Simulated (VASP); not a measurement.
# TePb (mix) (Fm-3m) in VASP: further runs

Runs on TePb (mix). Level: PBE. Tasks: single point, relaxation of cell and atoms.

All numbers are computed with VASP 6.6.1; they aren't measurements. Logs are shortened: lines on timing, memory, paths and dates and some standing lists are left out, and cuts for length are marked.

**Measured values to compare with.**

From a printed reference work, monograph, for a bulk crystal of TePb at 4.2 K: band gap 0.19 eV (direct).

How close the calculation comes is told below.

**1. The crystal as given**

It takes space group Fm-3m (No. 225, cubic). The conventional cell has a = 6.570 Å, b = 6.570 Å, c = 6.570 Å, α = 90.00°, β = 90.00°, γ = 90.00°. Te (site symmetry m-3m) has 6 Pb at 3.28 Å as nearest neighbours. Around Pb (site symmetry m-3m) lie 6 Te at 3.28 Å.

**2. Single point, PBE**

File INCAR:

```
  PREC = Accurate
  ENCUT = 520
  EDIFF = 1E-7
  ISMEAR = 0
  SIGMA = 0.02
  LREAL = False
  LASPH = True
  NELM = 100
  ALGO = Normal
  ISIF = 2
  LWAVE = False
  LCHARG = False
  GGA = PE
  NBANDS = 17
```

File KPOINTS:

```
regular mesh
0
Gamma
  8 8 8
```

File POSCAR:

```
TePb
1.0
    0.0000000000      3.2847552294      3.2847552294
    3.2847552294      0.0000000000      3.2847552294
    3.2847552294      3.2847552294      0.0000000000
Te Pb
1 1
Direct
    0.5000000000      0.5000000000      0.5000000000
    0.0000000000      0.0000000000      0.0000000000
```

Potentials or basis: VASP PAW PBE potentials, release 64 (Te, Pb_d).

Run with:

```bash
$ cat potpaw_PBE.64/Te/POTCAR potpaw_PBE.64/Pb_d/POTCAR > POTCAR
$ mpirun -np 1 vasp_std > vasp.out
```

OUTCAR:

```text
PREC = Accurate
   ENCUT = 520
   EDIFF = 1E-7
   ISMEAR = 0
   LREAL = False
   LASPH = True
   NELM = 100
   ISIF = 2
   GGA = PE

 ion  position               nearest neighbor table
   1  0.500  0.500  0.500-   2 3.28   2 3.28   2 3.28   2 3.28   2 3.28   2 3.28
   2  0.000  0.000  0.000-   1 3.28   1 3.28   1 3.28   1 3.28   1 3.28   1 3.28

  LATTYP: Found a face centered cubic cell.
 ALAT       =     6.5695104588

  Lattice vectors:

 A1 = (   0.0000000000,   3.2847552294,   3.2847552294)
 A2 = (   3.2847552294,   0.0000000000,   3.2847552294)
 A3 = (   3.2847552294,   3.2847552294,   0.0000000000)

Analysis of symmetry for initial positions (statically):
=====================================================================
 Subroutine PRICEL returns:
 Original cell was already a primitive cell.

 Routine SETGRP: Setting up the symmetry group for a
 face centered cubic supercell.

 Subroutine GETGRP returns: Found 48 space group operations
 (whereof 48 operations were pure point group operations)
 out of a pool of 48 trial point group operations.

The static configuration has the point symmetry O_h .

Analysis of symmetry for dynamics (positions and initial velocities):
=====================================================================
 Subroutine PRICEL returns:
 Original cell was already a primitive cell.

 Routine SETGRP: Setting up the symmetry group for a
 face centered cubic supercell.

 Subroutine GETGRP returns: Found 48 space group operations
 (whereof 48 operations were pure point group operations)
 out of a pool of 48 trial point group operations.

The dynamic configuration has the point symmetry O_h .

 Subroutine INISYM returns: Found 48 space group operations
 (whereof 48 operations are pure point group operations),
 and found     1 'primitive' translations

----------------------------------------------------------------------------------------

                                     Primitive cell

  volume of cell :      70.8825

  direct lattice vectors                    reciprocal lattice vectors
     0.000000000  3.284755229  3.284755229    -0.152218344  0.152218344  0.152218344
     3.284755229  0.000000000  3.284755229     0.152218344 -0.152218344  0.152218344
     3.284755229  3.284755229  0.000000000     0.152218344  0.152218344 -0.152218344

  length of vectors
     4.645345394  4.645345394  4.645345394     0.263649905  0.263649905  0.263649905

  position of ions in fractional coordinates (direct lattice)
     0.500000000  0.500000000  0.500000000
     0.000000000  0.000000000  0.000000000

  ion indices of the primitive-cell ions
   primitive index   ion index
                 1           1
                 2           2

----------------------------------------------------------------------------------------

 KPOINTS: regular mesh

Automatic generation of k-mesh.
 Grid dimensions read from file:
 generate k-points for:    8    8    8

 Generating k-lattice:

  Cartesian coordinates                     Fractional coordinates (reciprocal lattice)
    -0.019027293  0.019027293  0.019027293     0.125000000  0.000000000  0.000000000
     0.019027293 -0.019027293  0.019027293     0.000000000  0.125000000  0.000000000
     0.019027293  0.019027293 -0.019027293     0.000000000  0.000000000  0.125000000

  Length of vectors
     0.032956238  0.032956238  0.032956238

  Shift w.r.t. Gamma in fractional coordinates (k-lattice)
     0.000000000  0.000000000  0.000000000

 Subroutine IBZKPT returns following result:
 ===========================================

 Found     29 irreducible k-points:

 Following reciprocal coordinates:
            Coordinates               Weight
  0.000000  0.000000  0.000000      1.000000
  0.125000  0.000000  0.000000      8.000000
  0.250000  0.000000  0.000000      8.000000
  0.375000  0.000000  0.000000      8.000000
  0.500000  0.000000  0.000000      4.000000
  0.125000  0.125000  0.000000      6.000000
[... 16 lines left out ...]
  0.500000  0.250000  0.125000     48.000000
 -0.375000  0.250000  0.125000     24.000000
 [... further k-points ...]
   k-points           NKPTS =     29   k-points in BZ     NKDIM =     29   number of bands    NBANDS=     17
   number of dos      NEDOS =    301   number of ions     NIONS =      2
   total plane-waves  NPLWV =  46656
   dimension x,y,z NGX =    36 NGY =   36 NGZ =   36
   dimension x,y,z NGXF=    72 NGYF=   72 NGZF=   72
   ions per type =               1   1
   NGX,Y,Z   is equivalent  to a cutoff of  12.88, 12.88, 12.88 a.u.
   NGXF,Y,Z  is equivalent  to a cutoff of  25.77, 25.77, 25.77 a.u.
 SYSTEM =  unknown system
   PREC   = accura    normal or accurate (medium, high low for compatibility)
   ISTART =      0    job   : 0-new  1-cont  2-samecut
   ICHARG =      2    charge: 1-file 2-atom 10-const
   ISPIN  =      1    spin polarized calculation?
   LNONCOLLINEAR =      F non collinear calculations
   LSORBIT =      F    spin-orbit coupling
   LASPH  =      T    aspherical Exc in radial PAW
   ENCUT  =  520.0 eV  38.22 Ry    6.18 a.u.   8.64  8.64  8.64*2*pi/ulx,y,z
   NELM   =    100;   NELMIN=  2; NELMDL= -5     # of ELM steps
   EDIFF  = 0.1E-06   stopping-criterion for ELM
   LREAL  =      F    real-space projection
   EDIFFG = 0.1E-05   stopping-criterion for IOM
   NSW    =      0    number of steps for IOM
   IBRION =     -1    ionic relax: 0-MD 1-quasi-New 2-CG
   NFREE  =      0    steps in history (QN), initial steepest desc. (CG)
   ISIF   =      2    stress and relaxation
   ISYM   =      2    0-nonsym 1-usesym 2-fastsym
   POTIM  = 0.5000    time-step for ionic-motion
   TEBEG  =    0.0;   TEEND  =   0.0 temperature during run
   PSTRESS=    0.0 pullay stress
   NELECT =      20.0000    total number of electrons
   NUPDOWN=      -1.0000    fix difference up-down
   EMIN   =  10.00;   EMAX   =-10.00  energy-range for DOS
   EFERMI =   0.00;   METHOD = LEGACY
   ISMEAR =     0;   SIGMA  =   0.02  broadening in eV -4-tet -1-fermi 0-gaus
   EFERMI_NEDOS =   21; number of points for ismear=-14 and -15
   IALGO  =     38    algorithm
   IMIX   =      4    mixing-type and parameters
     AMIX     =   0.40;   BMIX     =  1.00
     AMIX_MAG =   1.60;   BMIX_MAG =  1.00
  volume/ion in A,a.u.               =      35.44       239.17
  Fermi-wavevector in a.u.,A,eV,Ry     =   1.073755  2.029103 15.686831  1.152950
  Thomas-Fermi vector in A             =   2.209563
   LORBIT       =      0    0 simple, 1 ext, 2 COOP (PROOUT), +10 PAW based schemes
   GGA     = PE    functional components
   LHFCALC =     F    Hartree Fock is set to
   AEXX    =    0.0000 exact exchange contribution
   IVDW    =     0    specifies the selected vdW correction
   LEPSILON=     F    determine dielectric tensor
   LRPA    =     F    only Hartree local field effects (RPA)
 non-spin polarized calculation
 Gauss-broadening in eV      SIGMA  =   0.02
  energy-cutoff  :      520.00
  volume of cell :       70.88
 maximum number of plane-waves:      1926
   NGX = 17   NGY = 17   NGZ = 17

 number of electron      19.9999999 magnetization

 Free energy of the ion-electron system (eV)
  ---------------------------------------------------
  ext. energy  EPLUGINS =         0.00000000
  ---------------------------------------------------
  free energy    TOTEN  =        -7.52298540 eV

  energy without entropy =       -7.52298540  energy(sigma->0) =       -7.52298540

 E-fermi :   5.0882     XC(G=0):  -9.0790

 val. band max:        4.9937618955   @ k =   0.5000   0.0000   0.0000
 cond. band min:       5.8261583967   @ k =   0.5000   0.0000   0.0000
 fundamental gap:      0.8323965012
 Fermi energy:         5.0882355526

 k-point     1 :       0.0000    0.0000    0.0000
  band No.  band energies     occupation
      1     -11.6490      2.00000
      2     -11.6490      2.00000
      3     -11.6434      2.00000
      4     -11.6434      2.00000
      5     -11.6434      2.00000
      6      -6.6194      2.00000
[... 9 lines left out ...]
     16      10.9087      0.00000
     17      12.4144      0.00000

 k-point     2 :       0.1250    0.0000    0.0000
  band No.  band energies     occupation
      1     -11.6504      2.00000
      2     -11.6504      2.00000
      3     -11.6430      2.00000
      4     -11.6416      2.00000
      5     -11.6416      2.00000
      6      -6.4948      2.00000
[... 9 lines left out ...]
     16      11.1896      0.00000
     17      13.3291      0.00000

 k-point     3 :       0.2500    0.0000    0.0000
  band No.  band energies     occupation
      1     -11.6546      2.00000
      2     -11.6546      2.00000
      3     -11.6422      2.00000
      4     -11.6365      2.00000
      5     -11.6365      2.00000
      6      -6.1379      2.00000
[... 9 lines left out ...]
     16      11.9606      0.00000
     17      15.0768      0.00000

 k-point     4 :       0.3750    0.0000    0.0000
  band No.  band energies     occupation
      1     -11.6589      2.00000
      2     -11.6589      2.00000
      3     -11.6414      2.00000
      4     -11.6313      2.00000
      5     -11.6313      2.00000
      6      -5.6313      2.00000
[... 9 lines left out ...]
     16      13.1437      0.00000
     17      15.5009      0.00000
[... 343 lines left out ...]
      1     -11.6656      2.00000
      2     -11.6498      2.00000
      3     -11.6442      2.00000
      4     -11.6334      2.00000
      5     -11.6322      2.00000
      6      -5.8479      2.00000
[... 9 lines left out ...]
     16      13.5784      0.00000
     17      13.9755      0.00000

 k-point    23 :       0.5000    0.2500    0.1250
  band No.  band energies     occupation
      1     -11.6698      2.00000
      2     -11.6531      2.00000
      3     -11.6411      2.00000
      4     -11.6321      2.00000
      5     -11.6289      2.00000
      6      -5.4048      2.00000
[... 9 lines left out ...]
     16      13.8991      0.00000
     17      14.9284      0.00000

 k-point    24 :      -0.3750    0.2500    0.1250
  band No.  band energies     occupation
      1     -11.6711      2.00000
      2     -11.6549      2.00000
      3     -11.6381      2.00000
      4     -11.6336      2.00000
      5     -11.6272      2.00000
      6      -5.1475      2.00000
[... 9 lines left out ...]
     16      14.7779      0.00000
     17      15.0556      0.00000

 [... further k-points ...]
[... 5 lines left out ...]
  --------------------------------------------------------------------------------------
  -------------------------------------------------------------------------------------
  Total       -0.0161614     -0.0161614     -0.0161614      0.0000000      0.0000000      0.0000000
  in kB       -0.3652997     -0.3652997     -0.3652997      0.0000000      0.0000000      0.0000000
  external PRESSURE =      -0.3652997 kB  Pullay stress =       0.0000000 kB

 VOLUME and BASIS-vectors are now :
 -----------------------------------------------------------------------------
  energy-cutoff  :      520.00
  volume of cell :       70.88
      direct lattice vectors                 reciprocal lattice vectors
     0.000000000  3.284755229  3.284755229    -0.152218344  0.152218344  0.152218344
     3.284755229  0.000000000  3.284755229     0.152218344 -0.152218344  0.152218344
     3.284755229  3.284755229  0.000000000     0.152218344  0.152218344 -0.152218344

 POSITION                                       TOTAL-FORCE (eV/Angst)
 -----------------------------------------------------------------------------------
      3.28476      3.28476      3.28476        -0.000000      0.000000     -0.000000
      0.00000      0.00000      0.00000         0.000000     -0.000000      0.000000
 -----------------------------------------------------------------------------------
    total drift:                               -0.000000      0.000000      0.000000

  FREE ENERGIE OF THE ION-ELECTRON SYSTEM (eV)
  ---------------------------------------------------
  free  energy   TOTEN  =        -7.5229854038 eV

  energy  without entropy=       -7.5229854038  energy(sigma->0) =       -7.52298540
```

Wall time 33 s (1 thread of Intel Xeon Platinum 8488C (Sapphire Rapids), shared host); peak memory 0.21 GiB.

What came out:

- Free energy: -7.5230 eV
- Pressure: 0.0 GPa
- Band gap on the k mesh: 0.83 eV, direct

Levels at points of the mesh, in eV from the valence-band top:
```csv
k point,band 7,band 8,band 9,band 10,band 11,band 12,band 13,band 14
"(0.00, 0.00, 0.00)",-5.71,-1.15,-1.15,-1.15,4.03,4.03,4.03,5.91
"(0.50, 0.00, 0.00)",-8.33,-0.73,-0.73,0.00,0.83,1.40,1.40,8.34
"(0.50, 0.50, 0.00)",-7.22,-4.11,-2.51,-2.51,3.51,5.30,5.30,6.43
```

Caveat: spin-orbit coupling is left out, which as a rule narrows the gap of such compounds by several tenths of an eV.

(Part 1 of 2 ends here.)
